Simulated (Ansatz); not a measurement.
Input and command of a calculation in Ansatz (plane waves; scalar-relativistic PAW potentials unless the input names others):

```yaml
crystal:
  lattice:
    - [0.0, 4.8147695819, 7.4850904433]
    - [2.4047504807, 0.0, 7.4850904433]
    - [2.4047504807, 4.8147695819, 0.0]
  atoms:
    - { symbol: Si, position: [0.5635202118, 0.5635202118, 0.9364797882] }
    - { symbol: Si, position: [0.3135202118, 0.3135202118, 0.6864797882] }
    - { symbol: Si, position: [0.6864797882, 0.6864797882, 0.3135202118] }
    - { symbol: Si, position: [0.9364797882, 0.9364797882, 0.5635202118] }
    - { symbol: O, position: [0.625, 0.125, 0.625] }
    - { symbol: O, position: [0.625, 0.625, 0.125] }
    - { symbol: O, position: [0.625, 0.625, 0.625] }
    - { symbol: O, position: [0.125, 0.625, 0.625] }
    - { symbol: O, position: [0.189650717, 0.810349283, 0.189650717] }
    - { symbol: O, position: [0.810349283, 0.189650717, 0.810349283] }
    - { symbol: O, position: [0.439650717, 0.060349283, 0.439650717] }
    - { symbol: O, position: [0.060349283, 0.439650717, 0.060349283] }
basis:
  ecutwfc: 420
kpoints:
  mp_grid: { grid: [6, 6, 6] }
hamiltonian:
  xc: pbe
scf:
  occupations: { method: methfessel_paxton, width: 0.15 }
  convergence: { dr2_threshold: 1.0e-08 }
  n_extra_bands: 1
output:
  forces: true
  eigenvalues: true
  stress: true
```

```bash
ansatz run input.yaml --threads 2 --pin off --max-ram 5120MiB --backend cpu --events-out ev --progress --plain --runs-dir out
```

Abridged log:
```
Warning: output.stress: scf.convergence.dr2_threshold = 1e-8 eV is looser than the 1.2e-9 eV advised for a printed stress (1e-10 eV for each atom of the cell: 12). ...
scf.n_extra_bands = 1 over 32 filled bands (N_el = 64.0): the run solves 33 bands
Pseudopotentials: kind: paw
Pseudopotential: Si, paw, valence charge 4, recommended cutoff 420 eV (normal)
Pseudopotential: O, paw, valence charge 6, recommended cutoff 420 eV (normal)
Functional definition: PBE
Crystal: 12 atoms, lattice volume = 173.330 Å³
Basis set: ecut = 420 eV, 3361 PW (Γ), exchange–correlation on 120×108×72 points (8 copies of the dense FFT grid, shifted against one another)
Bands: 33, of which v1, the nominal top of the filled ones, is band 32 counted from 1 (31 counted from 0)
Symmetry: 8 space group operations
Space group: Fddd (ITA 70), of the structure as read, at distance tolerance 5.6e-5 Å
k-points: 46 of 216
Initial density: superposition of atomic densities (neutral atoms: chi_scale 0, normalization atom), corrected by the library's trained network
Initial wavefunctions: pseudopotential atomic-orbital guess
Functional: x = pbe(κ = 0.804, μ = 0.21951497), c = pbe(β = 0.06672455)
SCF iter   1: F=—  HF=-7096.143393 eV  |F-HF|=—  |Δ(HF+E_count)|=         —  Δρ=1.45e-3  dr2=2.65e-3  ethr=1.77e-3  ⟨swp⟩=8.0  Hψ=8657  notcnv=0
SCF iter   2: F=—  HF=-7096.144127 eV  |F-HF|=—  |Δ(HF+E_count)|=   7.35e-4  S|Δr|=    0.00e0  Δρ=5.79e-4  dr2=2.72e-4  ethr=4.14e-6  ⟨swp⟩=2.0  Hψ=3290  notcnv=0
SCF iter   3: F=—  HF=-7096.144875 eV  |F-HF|=—  |Δ(HF+E_count)|=   7.47e-4  S|Δr|=    0.00e0  Δρ=2.38e-4  dr2=8.00e-5  ethr=4.26e-7  ⟨swp⟩=3.0  Hψ=3218  notcnv=0
SCF iter   4: F=—  HF=-7096.145057 eV  |F-HF|=—  |Δ(HF+E_count)|=   1.83e-4  S|Δr|=    0.00e0  Δρ=6.08e-5  dr2=6.51e-6  ethr=1.25e-7  ⟨swp⟩=2.0  Hψ=2591  notcnv=0
SCF iter   5: F=—  HF=-7096.145134 eV  |F-HF|=—  |Δ(HF+E_count)|=   7.72e-5  S|Δr|=    0.00e0  Δρ=2.92e-5  dr2=1.37e-6  ethr=1.02e-8  ⟨swp⟩=2.0  Hψ=2701  notcnv=0
SCF iter   6: F=—  HF=-7096.145136 eV  |F-HF|=—  |Δ(HF+E_count)|=   1.16e-6  S|Δr|=    0.00e0  Δρ=6.51e-6  dr2=5.66e-8  ethr=2.15e-9  ⟨swp⟩=2.0  Hψ=2685  notcnv=0
SCF iter   7: F=-7096.145136 eV  HF=-7096.145136 eV  |F-HF|=2.92e-9  |Δ(HF+E_count)|=   6.15e-8  S|Δr|=    0.00e0  Δρ=1.07e-6  dr2=2.50e-9  ethr=1.56e-11  ⟨swp⟩=7.2  Hψ=7443  notcnv=0
SCF 1 converged in 7 iterations: F = -7096.145136 eV  dr2 = 2.50e-9
SCF converged after 7 iterations
Stability not checked: this state was not tested for a lower state beside it, because cold or Methfessel-Paxton smearing, or corrected tetrahedra, fill the levels in a way that the test cannot read (fill_not_monotonic; see scf.lower_state_search)
Free energy (F): -7096.145136 eV
Harris-Foulkes:  -7096.145136 eV  (|F-HF|=2.92e-9)
Internal energy: -7096.145136 eV  (E = F + TS)
E sigma→0 (E₀):  -7096.145136 eV
Fermi energy:    4.083138 eV
Step filling:    the computed levels leave a gap of 5.3954 eV = 36.0 smearing widths at the electron count; against every level under it full and every level over it empty, smearing changes F+E_penalty+E_count by +1.32e-141 meV and its σ→0 estimate by -2.12e-139 meV
--- Forces (eV/Å), atoms counted from 1 ---
  atom   1  Si     0.00000000     0.00000000    -0.00366740
  atom   2  Si     0.00000000     0.00000000    -0.00366740
  atom   3  Si     0.00000000     0.00000000     0.00366740
  atom   4  Si     0.00000000     0.00000000     0.00366740
  atom   5  O      0.00000000     0.00000000     0.00000000
  atom   6  O      0.00000000     0.00000000     0.00000000
  atom   7  O      0.00000000     0.00000000     0.00000000
  atom   8  O      0.00000000     0.00000000     0.00000000
  atom   9  O      0.00000000     0.00112867     0.00000000
  atom  10  O      0.00000000    -0.00112867     0.00000000
  atom  11  O      0.00000000     0.00112867     0.00000000
  atom  12  O      0.00000000    -0.00112867     0.00000000
--- Stress (GPa, compression-positive) ---
       -3.387144       0.000000       0.000000
        0.000000      -3.366079       0.000000
        0.000000       0.000000      -3.381232
  P = ⅓ Tr σ = -3.3782 GPa (-33.782 kbar)
```

Apart from outputs and the relaxation, which only the reference makes, the input differs from a reference run on usual settings in scf.occupations.method: "gaussian" → "methfessel_paxton"; scf.occupations.width: 0.02 → 0.15; scf.convergence.dr2_threshold: not typed → 1e-08; scf.n_extra_bands: not typed → 1. The reference, at the same geometry, ended its own course with pressure -3.38 GPa, largest force 0.004 eV/Å, gap on the mesh 5.40 eV. This run converged in 7 SCF iterations with an energy at zero smearing within 0.01 meV/atom of the reference's, pressure -3.38 GPa, largest force 0.004 eV/Å, gap on the mesh 5.40 eV.

Time: 11 s on 2 threads of Arm Neoverse V1, on a shared host, peak memory 0.53 GiB.